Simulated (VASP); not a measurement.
# WS2 in VASP: further runs

One sheet, WS2, is run at these levels: LDA; tasks: single point.

All numbers are computed with VASP 6.6.1; they aren't measurements. Logs are shortened: lines on timing, memory, paths and dates and some standing lists are left out, and cuts for length are marked.

## 1. The structure

The cell holds a sheet with vacuum, 3 atoms: a = 3.126 Å, b = 3.126 Å, c = 30.080 Å, α = 90.00°, β = 90.00°, γ = 120.00°.

The cell was built by a generator and needn't be a form met in nature.

## 2. Single point, LDA

INCAR

```
SYSTEM = WS2
PREC     = Accurate       ! precision mode
ENCUT    = 520            ! plane-wave cutoff, eV
EDIFF    = 1E-6           ! SCF threshold, eV
ISMEAR   = 0              ! smearing method
SIGMA    = 0.03           ! smearing width, eV
LREAL    = .FALSE.        ! projectors in reciprocal space
LASPH    = .TRUE.         ! aspherical terms in the spheres
NELM     = 100            ! most SCF steps
ALGO     = Normal         ! electronic algorithm
ISIF     = 2              ! what is computed and relaxed
LWAVE    = .FALSE.        ! write WAVECAR
LCHARG   = .TRUE.         ! write CHGCAR
LDIPOL   = .TRUE.       
IDIPOL   = 3            
DIPOL    = 0.5 0.5 0.285
GGA      = CA             ! functional
LELF     = .TRUE.         ! ELF
LVHAR    = .TRUE.       
LVACPOTAV= .TRUE.       
NBANDS   = 20             ! bands
```

KPOINTS

```
regular mesh
0
G
  12 12 1
  0 0 0
```

POSCAR

```
WS2
1.0
    3.1258070589      0.0000000000      0.0000000000
   -1.5629035294      2.7070283203      0.0000000000
    0.0000000000      0.0000000000     30.0800000023
S W
2 1
Direct
    0.6666666667      0.3333333333      0.2330324652
    0.6666666667      0.3333333333      0.3367813645
    0.3333333333      0.6666666667      0.2849069149
```

Potentials or basis: VASP PAW LDA potentials, release 64 (S, W_sv).

On the command line:

```
$ cat potpaw_LDA.64/S/POTCAR potpaw_LDA.64/W_sv/POTCAR > POTCAR
$ mpirun -np 1 vasp_std > vasp.out
```

OUTCAR:

```text
SYSTEM = WS2
   PREC = Accurate
   ENCUT = 520
   EDIFF = 1E-6
   ISMEAR = 0
   LREAL = .FALSE.
   LASPH = .TRUE.
   NELM = 100
   ISIF = 2
   GGA = CA

 ion  position               nearest neighbor table
   1  0.667  0.333  0.233-   3 2.39   3 2.39   3 2.39
   2  0.667  0.333  0.337-   3 2.39   3 2.39   3 2.39
   3  0.333  0.667  0.285-   2 2.39   2 2.39   2 2.39   1 2.39   1 2.39   1 2.39

  LATTYP: Found a hexagonal cell.
 ALAT       =     3.1258070589
 C/A-ratio  =     9.6231147462

  Lattice vectors:

 A1 = (   3.1258070589,   0.0000000000,   0.0000000000)
 A2 = (  -1.5629035294,   2.7070283203,   0.0000000000)
 A3 = (   0.0000000000,   0.0000000000,  30.0800000023)

Analysis of symmetry for initial positions (statically):
=====================================================================
 Subroutine PRICEL returns:
 Original cell was already a primitive cell.

 Routine SETGRP: Setting up the symmetry group for a
 hexagonal supercell.

 Subroutine GETGRP returns: Found 12 space group operations
 (whereof  6 operations were pure point group operations)
 out of a pool of 24 trial point group operations.

The static configuration has the point symmetry C_3v.
 The point group associated with its full space group is D_3h.

Analysis of symmetry for dynamics (positions and initial velocities):
=====================================================================
 Subroutine PRICEL returns:
 Original cell was already a primitive cell.

 Routine SETGRP: Setting up the symmetry group for a
 hexagonal supercell.

 Subroutine GETGRP returns: Found 12 space group operations
 (whereof  6 operations were pure point group operations)
 out of a pool of 24 trial point group operations.

The dynamic configuration has the point symmetry C_3v.
 The point group associated with its full space group is D_3h.

 Subroutine INISYM returns: Found 12 space group operations
 (whereof  6 operations are pure point group operations),
 and found     1 'primitive' translations

----------------------------------------------------------------------------------------

                                     Primitive cell

  volume of cell :     254.5264

  direct lattice vectors                    reciprocal lattice vectors
     3.125807059  0.000000000  0.000000000     0.319917379  0.184704385  0.000000000
    -1.562903529  2.707028320  0.000000000     0.000000000  0.369408769  0.000000000
     0.000000000  0.000000000 30.080000002     0.000000000  0.000000000  0.033244681

  length of vectors
     3.125807059  3.125807059 30.080000002     0.369408769  0.369408769  0.033244681

  position of ions in fractional coordinates (direct lattice)
     0.666666667  0.333333333  0.233032465
     0.666666667  0.333333333  0.336781364
     0.333333333  0.666666667  0.284906915

  ion indices of the primitive-cell ions
   primitive index   ion index
                 1           1
                 2           2
                 3           3

----------------------------------------------------------------------------------------

 KPOINTS: regular mesh

Automatic generation of k-mesh.
 Grid dimensions read from file:
 generate k-points for:   12   12    1

 Generating k-lattice:

  Cartesian coordinates                     Fractional coordinates (reciprocal lattice)
     0.026659782  0.015392032  0.000000000     0.083333333  0.000000000  0.000000000
     0.000000000  0.030784064  0.000000000     0.000000000  0.083333333  0.000000000
     0.000000000  0.000000000  0.033244681     0.000000000  0.000000000  1.000000000

  Length of vectors
     0.030784064  0.030784064  0.033244681

  Shift w.r.t. Gamma in fractional coordinates (k-lattice)
     0.000000000  0.000000000  0.000000000

 Subroutine IBZKPT returns following result:
 ===========================================

 Found     19 irreducible k-points:

 Following reciprocal coordinates:
            Coordinates               Weight
  0.000000  0.000000  0.000000      1.000000
  0.083333  0.000000  0.000000      6.000000
  0.166667  0.000000  0.000000      6.000000
  0.250000  0.000000  0.000000      6.000000
  0.333333  0.000000  0.000000      6.000000
  0.416667 -0.000000  0.000000      6.000000
[... 11 lines left out ...]
  0.333333  0.250000  0.000000     12.000000
  0.333333  0.333333  0.000000      2.000000
   k-points           NKPTS =     19   k-points in BZ     NKDIM =     19   number of bands    NBANDS=     20
   number of dos      NEDOS =    301   number of ions     NIONS =      3
   total plane-waves  NPLWV = 129024
   dimension x,y,z NGX =    24 NGY =   24 NGZ =  224
   dimension x,y,z NGXF=    48 NGYF=   48 NGZF=  448
   ions per type =               2   1
   NGX,Y,Z   is equivalent  to a cutoff of  12.76, 12.76, 12.38 a.u.
   NGXF,Y,Z  is equivalent  to a cutoff of  25.53, 25.53, 24.76 a.u.
 SYSTEM =  WS2
   PREC   = accura    normal or accurate (medium, high low for compatibility)
   ISTART =      0    job   : 0-new  1-cont  2-samecut
   ICHARG =      2    charge: 1-file 2-atom 10-const
   ISPIN  =      1    spin polarized calculation?
   LNONCOLLINEAR =      F non collinear calculations
   LSORBIT =      F    spin-orbit coupling
   LASPH  =      T    aspherical Exc in radial PAW
   ENCUT  =  520.0 eV  38.22 Ry    6.18 a.u.   5.81  5.81 55.93*2*pi/ulx,y,z
   NELM   =    100;   NELMIN=  2; NELMDL= -5     # of ELM steps
   EDIFF  = 0.1E-05   stopping-criterion for ELM
   LREAL  =      F    real-space projection
   EDIFFG = 0.1E-04   stopping-criterion for IOM
   NSW    =      0    number of steps for IOM
   IBRION =     -1    ionic relax: 0-MD 1-quasi-New 2-CG
   NFREE  =      0    steps in history (QN), initial steepest desc. (CG)
   ISIF   =      2    stress and relaxation
   ISYM   =      2    0-nonsym 1-usesym 2-fastsym
   POTIM  = 0.5000    time-step for ionic-motion
   TEBEG  =    0.0;   TEEND  =   0.0 temperature during run
   PSTRESS=    0.0 pullay stress
   NELECT =      26.0000    total number of electrons
   NUPDOWN=      -1.0000    fix difference up-down
   EMIN   =  10.00;   EMAX   =-10.00  energy-range for DOS
   EFERMI =   0.00;   METHOD = LEGACY
   ISMEAR =     0;   SIGMA  =   0.03  broadening in eV -4-tet -1-fermi 0-gaus
   EFERMI_NEDOS =   21; number of points for ismear=-14 and -15
   IALGO  =     38    algorithm
   IMIX   =      4    mixing-type and parameters
     AMIX     =   0.40;   BMIX     =  1.00
     AMIX_MAG =   1.60;   BMIX_MAG =  1.00
  volume/ion in A,a.u.               =      84.84       572.54
  Fermi-wavevector in a.u.,A,eV,Ry     =   0.765282  1.446174  7.968348  0.585657
  Thomas-Fermi vector in A             =   1.865369
   LORBIT       =      0    0 simple, 1 ext, 2 COOP (PROOUT), +10 PAW based schemes
   GGA     = CA    functional components
   LHFCALC =     F    Hartree Fock is set to
   AEXX    =    0.0000 exact exchange contribution
   IVDW    =     0    specifies the selected vdW correction
   LEPSILON=     F    determine dielectric tensor
   LRPA    =     F    only Hartree local field effects (RPA)
 non-spin polarized calculation
 Gauss-broadening in eV      SIGMA  =   0.03
  energy-cutoff  :      520.00
  volume of cell :      254.53
 maximum number of plane-waves:      6898
 NGX is ok and might be reduce to    24
   NGX = 11   NGY = 11   NGZ =111

 dipolmoment           0.000000      0.000000     -0.000022 electrons x Angstroem

 number of electron      25.9999997 magnetization

 dipolmoment           0.000000      0.000000      0.000008 electrons x Angstroem

 Free energy of the ion-electron system (eV)
  ---------------------------------------------------
  ext. energy  EPLUGINS =         0.00000000
  ---------------------------------------------------
  free energy    TOTEN  =       -26.15182867 eV

  energy without entropy =      -26.15182867  energy(sigma->0) =      -26.15182867

 E-fermi :  -3.1279     XC(G=0):  -2.6890

 val. band max:       -3.3027836639   @ k =   0.3333   0.3333   0.0000
 cond. band min:      -1.3058371711   @ k =   0.3333   0.3333   0.0000
 fundamental gap:      1.9969464929
 Fermi energy:        -3.1278531355

 k-point     1 :       0.0000    0.0000    0.0000
  band No.  band energies     occupation
      1     -76.7455      2.00000
      2     -41.3102      2.00000
      3     -41.0868      2.00000
      4     -41.0868      2.00000
      5     -18.2041      2.00000
      6     -16.4650      2.00000
[... 12 lines left out ...]
     19       2.2446      0.00000
     20       2.5241      0.00000

 k-point     2 :       0.0833    0.0000    0.0000
  band No.  band energies     occupation
      1     -76.7440      2.00000
      2     -41.3050      2.00000
      3     -41.1154      2.00000
      4     -41.0934      2.00000
      5     -18.0794      2.00000
      6     -16.4205      2.00000
[... 12 lines left out ...]
     19       2.3869      0.00000
     20       2.7780      0.00000

 k-point     3 :       0.1667    0.0000    0.0000
  band No.  band energies     occupation
      1     -76.7399      2.00000
      2     -41.2907      2.00000
      3     -41.1929      2.00000
      4     -41.1114      2.00000
      5     -17.7239      2.00000
      6     -16.2940      2.00000
[... 12 lines left out ...]
     19       2.7979      0.00000
     20       3.2321      0.00000

 k-point     4 :       0.2500    0.0000    0.0000
  band No.  band energies     occupation
      1     -76.7342      2.00000
      2     -41.2971      2.00000
      3     -41.2712      2.00000
      4     -41.1358      2.00000
      5     -17.1942      2.00000
      6     -16.1077      2.00000
[... 12 lines left out ...]
     19       3.4170      0.00000
     20       3.9234      0.00000

 k-point     5 :       0.3333    0.0000    0.0000
  band No.  band energies     occupation
      1     -76.7285      2.00000
      2     -41.3995      2.00000
      3     -41.2516      2.00000
      4     -41.1600      2.00000
      5     -16.5909      2.00000
      6     -15.9023      2.00000
[... 12 lines left out ...]
     19       3.9938      0.00000
     20       4.2502      0.00000

 k-point     6 :       0.4167   -0.0000    0.0000
  band No.  band energies     occupation
      1     -76.7244      2.00000
      2     -41.4733      2.00000
      3     -41.2373      2.00000
      4     -41.1777      2.00000
      5     -16.0756      2.00000
      6     -15.7365      2.00000
[... 12 lines left out ...]
     19       4.2229      0.00000
     20       4.4646      0.00000

 k-point     7 :       0.5000    0.0000    0.0000
  band No.  band energies     occupation
      1     -76.7229      2.00000
      2     -41.5002      2.00000
      3     -41.2320      2.00000
      4     -41.1842      2.00000
      5     -15.8636      2.00000
      6     -15.6717      2.00000
[... 12 lines left out ...]
     19       4.3536      0.00000
     20       4.7113      0.00000
[... 162 lines left out ...]
 k-point    15 :       0.3333    0.1667    0.0000
  band No.  band energies     occupation
      1     -76.7229      2.00000
      2     -41.4487      2.00000
      3     -41.2380      2.00000
      4     -41.2320      2.00000
      5     -15.8892      2.00000
      6     -15.6469      2.00000
[... 12 lines left out ...]
     19       5.0943      0.00000
     20       5.2370      0.00000

 k-point    16 :       0.4167    0.1667    0.0000
  band No.  band energies     occupation
      1     -76.7215      2.00000
      2     -41.4665      2.00000
      3     -41.2493      2.00000
      4     -41.2275      2.00000
      5     -15.7019      2.00000
      6     -15.5834      2.00000
[... 12 lines left out ...]
     19       5.5358      0.00000
     20       5.9502      0.00000

 k-point    17 :       0.2500    0.2500    0.0000
  band No.  band energies     occupation
      1     -76.7229      2.00000
      2     -41.4243      2.00000
      3     -41.2632      2.00000
      4     -41.2320      2.00000
      5     -15.8976      2.00000
      6     -15.6386      2.00000
[... 12 lines left out ...]
     19       4.8979      0.00000
     20       5.2649      0.00000

 k-point    18 :       0.3333    0.2500    0.0000
  band No.  band energies     occupation
      1     -76.7208      2.00000
      2     -41.4291      2.00000
      3     -41.3049      2.00000
      4     -41.2248      2.00000
      5     -15.6083      2.00000
      6     -15.5286      2.00000
[... 12 lines left out ...]
     19       4.6131      0.00000
     20       5.8525      0.00000

 k-point    19 :       0.3333    0.3333    0.0000
  band No.  band energies     occupation
      1     -76.7200      2.00000
      2     -41.3963      2.00000
      3     -41.3552      2.00000
      4     -41.2222      2.00000
      5     -15.5026      2.00000
      6     -15.4808      2.00000
[... 12 lines left out ...]
     19       3.9634      0.00000
     20       6.0097      0.00000

------------------------ aborting loop because EDIFF is reached ----------------------------------------

  FORCE on cell =-STRESS in cart. coord.  units (eV):
  Direction    XX          YY          ZZ          XY          YZ          ZX
  --------------------------------------------------------------------------------------
  -------------------------------------------------------------------------------------
  Total        0.1210166      0.1210166      0.1235845      0.0000000      0.0000000      0.0000000
  in kB        0.7617683      0.7617683      0.7779322      0.0000000      0.0000000      0.0000000
  external PRESSURE =       0.7671563 kB  Pullay stress =       0.0000000 kB

 VOLUME and BASIS-vectors are now :
 -----------------------------------------------------------------------------
  energy-cutoff  :      520.00
  volume of cell :      254.53
      direct lattice vectors                 reciprocal lattice vectors
     3.125807059  0.000000000  0.000000000     0.319917379  0.184704385  0.000000000
    -1.562903529  2.707028320  0.000000000     0.000000000  0.369408769  0.000000000
     0.000000000  0.000000000 30.080000002     0.000000000  0.000000000  0.033244681

 POSITION                                       TOTAL-FORCE (eV/Angst)
 -----------------------------------------------------------------------------------
      1.56290      0.90234      7.00962         0.000000     -0.000000     -0.048570
      1.56290      0.90234     10.13038         0.000000     -0.000000      0.048570
     -0.00000      1.80469      8.57000        -0.000000      0.000000      0.000000
 -----------------------------------------------------------------------------------
    total drift:                               -0.000000      0.000000      0.000171

  FREE ENERGIE OF THE ION-ELECTRON SYSTEM (eV)
  ---------------------------------------------------
  free  energy   TOTEN  =       -26.1518286746 eV

  energy  without entropy=      -26.1518286746  energy(sigma->0) =      -26.15182867

 vacuum level on the upper side and lower side of the slab         2.633         2.633
```

Run time: 90 s. Hardware: 1 thread of Intel Xeon Platinum 8559C (Emerald Rapids), shared host; peak memory 0.31 GiB.

Results:

| Quantity | Value |
| --- | --- |
| Free energy | -26.1518 eV |
| Largest force | 0.049 eV/Å |
| Band gap on the k mesh | 2.00 eV, direct |
| Ionisation potential of the upper face | 5.94 eV |

Forces in eV/Å, atoms in the order of the input:
```
S    0.000  0.000 -0.049
S    0.000  0.000  0.049
W    0.000  0.000  0.000
```

Caveat: spin-orbit coupling is left out, which moves the levels of the heavy elements. As with any semilocal functional, this LDA gap is likely too small.

(Continued in part 2 of 2.)
